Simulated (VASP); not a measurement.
**A VASP 6.6.1 single-point calculation on SrO**

INCAR

```
ALGO = Normal
NSW = 0
PREC = Accurate
ISYM = 1
ENCUT = 520
NELM = 120
LREAL = .FALSE.
GGA = RE
EDIFF = 1E-7
LCHARG = .FALSE.
LASPH = .TRUE.
ISIF = 2
IBRION = -1
SIGMA = 0.01
NBANDS = 15
ISMEAR = 0
LWAVE = .FALSE.
```

KPOINTS

```
KPOINTS created by Atomic Simulation Environment
0
Gamma
8 8 8
0 0 0
```

POSCAR

```
Sr O
 1.0000000000000000
     0.0000000000000000    2.6056912490999999    2.6056912490999999
     2.6056912490999999    0.0000000000000000    2.6056912490999999
     2.6056912490999999    2.6056912490999999    0.0000000000000000
 Sr  O
   1   1
Cartesian
  0.0000000000000000  0.0000000000000000  0.0000000000000000
  2.6056912490999999  2.6056912490999999  2.6056912490999999
```

The recommended PBE PAW datasets give the neutral cell 16 valence electrons.

Command

```
mpirun -np 1 vasp_std
```

OSZICAR

```
N       E                     dE             d eps       ncg     rms          rms(c)
DAV:   1     0.676683815554E+02    0.67668E+02   -0.85499E+03   870   0.104E+03
DAV:   2    -0.104998100819E+02   -0.78168E+02   -0.72058E+02  1217   0.215E+02
DAV:   3    -0.135701436420E+02   -0.30703E+01   -0.30548E+01  1134   0.391E+01
DAV:   4    -0.136311728149E+02   -0.61029E-01   -0.61017E-01  1142   0.540E+00
DAV:   5    -0.136325728847E+02   -0.14001E-02   -0.14001E-02  1075   0.633E-01    0.151E+01
DAV:   6    -0.115785241220E+02    0.20540E+01   -0.68120E+00   884   0.191E+01    0.174E+01
DAV:   7    -0.114485576666E+02    0.12997E+00   -0.30510E-01  1024   0.493E+00    0.101E+01
DAV:   8    -0.114567250898E+02   -0.81674E-02   -0.13007E-01  1066   0.368E+00    0.399E-01
DAV:   9    -0.114584456985E+02   -0.17206E-02   -0.57135E-03  1066   0.529E-01    0.255E-01
DAV:  10    -0.114596130579E+02   -0.11674E-02   -0.10727E-03   912   0.270E-01    0.849E-02
DAV:  11    -0.114597799710E+02   -0.16691E-03   -0.18802E-04   996   0.108E-01    0.315E-02
DAV:  12    -0.114598264161E+02   -0.46445E-04   -0.91763E-05   891   0.656E-02    0.176E-02
DAV:  13    -0.114598260078E+02    0.40832E-06   -0.17601E-06  1052   0.108E-02    0.472E-03
DAV:  14    -0.114598259258E+02    0.81903E-07   -0.31937E-07   981   0.392E-03
   1 F= -.11459826E+02 E0= -.11459826E+02  d E =-.118569E-14
```

From OUTCAR

```
k-points           NKPTS =     29   k-points in BZ     NKDIM =     29   number of bands    NBANDS=     15

   NELECT =      16.0000    total number of electrons

   dimension x,y,z NGX =    28 NGY =   28 NGZ =   28
   dimension x,y,z NGXF=    56 NGYF=   56 NGZF=   56

  energy-cutoff  :      520.00
  volume of cell :       35.38
      direct lattice vectors                 reciprocal lattice vectors
     0.000000000  2.605691249  2.605691249    -0.191887661  0.191887661  0.191887661
     2.605691249  0.000000000  2.605691249     0.191887661 -0.191887661  0.191887661
     2.605691249  2.605691249  0.000000000     0.191887661  0.191887661 -0.191887661

 k-points in reciprocal lattice and weights: KPOINTS created by Atomic Simulation Env
   0.00000000  0.00000000  0.00000000       0.002
   0.12500000  0.00000000  0.00000000       0.016
   0.25000000  0.00000000  0.00000000       0.016
   0.37500000  0.00000000  0.00000000       0.016
   0.50000000  0.00000000  0.00000000       0.008
   0.12500000  0.12500000  0.00000000       0.012
   0.25000000  0.12500000  0.00000000       0.047
   0.37500000  0.12500000  0.00000000       0.047
   ...

 E-fermi :   1.6627

 k-point     1 :       0.0000    0.0000    0.0000
  band No.  band energies     occupation
      1     -30.9957      2.00000
      2     -13.4962      2.00000
      3     -12.6791      2.00000
      4     -12.6791      2.00000
      5     -12.6791      2.00000
      6       1.6136      2.00000
      7       1.6136      2.00000
      8       1.6136      2.00000
      9       5.4478      0.00000
     10       7.7805      0.00000
     11       7.7805      0.00000
     12       7.7805      0.00000
     13       9.8146      0.00000
     14       9.8146      0.00000
     15      14.2867      0.00000

 k-point     2 :       0.1250    0.0000    0.0000
  band No.  band energies     occupation
      1     -30.9793      2.00000
      2     -13.8700      2.00000
      3     -12.6900      2.00000
      4     -12.6900      2.00000
      5     -12.3466      2.00000
      6       1.1835      2.00000
      7       1.4319      2.00000
      8       1.4319      2.00000
      9       6.1215      0.00000
     10       7.6427      0.00000
     11       8.0699      0.00000
     12       8.0699      0.00000
     13      10.1941      0.00000
     14      10.1941      0.00000
     15      15.2220      0.00000

 k-point     3 :       0.2500    0.0000    0.0000
  band No.  band energies     occupation
      1     -30.9394      2.00000
      2     -14.4126      2.00000
      3     -12.7159      2.00000
      4     -12.7159      2.00000
      5     -11.9041      2.00000
      6       0.4007      2.00000
      7       1.0375      2.00000
      8       1.0375      2.00000
      9       7.4973      0.00000
     10       7.6935      0.00000
     11       8.8526      0.00000
     12       8.8526      0.00000
     13      11.1471      0.00000
     14      11.1471      0.00000
     15      17.0399      0.00000

 ...

  Total        0.4084074      0.4084074      0.4084074      0.0000000     -0.0000000      0.0000000
  in kB       18.4929113     18.4929113     18.4929113      0.0000000     -0.0000000      0.0000000
  external PRESSURE =      18.4929113 kB  Pullay stress =       0.0000000 kB

 POSITION                                       TOTAL-FORCE (eV/Angst)
 -----------------------------------------------------------------------------------
      0.00000      0.00000      0.00000        -0.000000      0.000000     -0.000000
      2.60569      2.60569      2.60569         0.000000     -0.000000      0.000000
 -----------------------------------------------------------------------------------
    total drift:                                0.000000      0.000000      0.000000

  FREE ENERGIE OF THE ION-ELECTRON SYSTEM (eV)
  ---------------------------------------------------
  free  energy   TOTEN  =       -11.4598259258 eV

  energy  without entropy=      -11.4598259258  energy(sigma->0) =      -11.45982593
```

It converged. Results: gap between bands v and c on the k mesh 3.37 eV; least direct gap on the k mesh 3.48 eV; pressure 1.8 GPa. Band v is the last that the valence electrons fill when counted band by band, and c is the next.

For comparison, a separate r²SCAN run of the intended cell, on usual settings and not on those above, gives a gap of 3.76 eV on its mesh and a pressure of -2.2 GPa.

The run above took about 12 s on one core of a shared host (Intel Xeon Platinum 8488C) and held 0.16 GiB at most.
